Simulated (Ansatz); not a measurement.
Runs of Ansatz 0.2.0 on BN. It takes space group Fmm2 (No. 42, orthorhombic). Conventional cell: a = 2.503 Å, b = 6.991 Å, c = 4.332 Å, α = 90.00°, β = 90.00°, γ = 90.00°. N (site symmetry mm2) is surrounded by 3 B at 1.44 Å. B (site symmetry mm2) is surrounded by 3 N at 1.44 Å. Measurements of this composition are mostly on another form, of space group No. 194.

```tsv
task	level	cell	points for each segment of the path	gap on the mesh (eV)	pressure (GPa)	relaxed volume (Å³/atom)	largest force (eV/Å)
band structure	PBEsol0	as given	4	-	-3.5	-	0.01
relaxation of cell and atoms	PBE0	relaxed	-	6.56	0.0	10.89	-
relaxation of cell and atoms	PBEsol0	relaxed	-	(a)	0.0	9.46	-
band structure	PBE0	as given	4	-	(b)	-	0.01
```

Alike in all rows: potentials or basis Ansatz PAW; no spin polarisation; k mesh 7 × 7 × 7; cutoff (eV) 420; smearing fermi-dirac 0.05 eV; the mesh is coarse, so values aren't converged.

Problem. Estimate the missing entries.

Solution. (a) 6.18; (b) -1.6.

Caveats: all runs use coarse meshes; the PAW data sets come from PBE, with cores solved anew for the run's functional, which leaves a small shift of forces and pressure; the thresholds are loose for stress (some runs); odd divisions of the mesh miss points on the zone boundary, where band edges often lie, so the gap on the mesh can be too wide (some runs); the plane-wave basis is chosen anew once the cell has moved, so the energies of steps on either side of that aren't comparable (some runs).

A k mesh can miss the band edges.
